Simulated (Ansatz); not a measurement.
Pt: changing the pressure

The cell as given:

Space group Im-3m (No. 229). a = 3.168 Å, b = 3.168 Å, c = 3.168 Å, α = 90.00°, β = 90.00°, γ = 90.00°
```csv
atom,site,symmetry,x,y,z
Pt,2a,m-3m,0.0000,0.0000,0.0000
```

This isn't the form of Pt at room conditions, which is fcc.

Kept alike: task relaxation of cell and atoms; functional PBEsol; k mesh 12 × 12 × 12; occupations fermi-dirac, width 0.05 eV; no spin polarisation. Program: Ansatz, Ansatz PAW, cutoff 420 eV. The mesh is that of the run's cell of 1 atom. No spin-orbit coupling.

| pressure, P (GPa) | volume (Å³/atom) |
| --- | --- |
| 0 | 15.194 |
| 2 | 15.087 |
| 5 | 14.935 |
| 10 | 14.699 |
| 20 | 14.287 |
| 30 | 13.936 |

The relaxations keep at least the cell's symmetry (Im-3m). For a metal such a mesh leaves the last digits unconverged. The runs follow the start's structure, whether or not it is the stable one at these pressures. All rows use potentials made for PBE.

The volume falls from 15.194 to 13.936 Å³/atom between 0 and 30 GPa. The volume falls ever more slowly, since the solid stiffens under load. At the pressures aimed at, which the runs meet within some tenths of a GPa, the step from 0 to 5 GPa gives a mean bulk modulus near 291 GPa, the last step 402 GPa.

Body-centred cubic Pt is hard to compress, and each successive interval of pressure removes less volume per GPa than the one before. The mean bulk modulus accordingly rises from near 291 GPa in the first 5 GPa to 402 GPa in the last step. The high stiffness is typical of a late 5d metal. Cohesion from the partly filled d band, hybridised with s and p states, holds the atoms at a density where the extended d shells already overlap appreciably. Further compression broadens the d band and strengthens the bonding, but the kinetic-energy cost of confining the electrons and the Pauli repulsion between filled shells grow faster, so the resistance increases. The smooth curve gives no sign of an abrupt electronic change in this range, though volumes alone are a blunt test for one. The stiffness describes only the response to uniform compression; it doesn't show that the bcc lattice resists shear, such as a tetragonal distortion towards fcc.
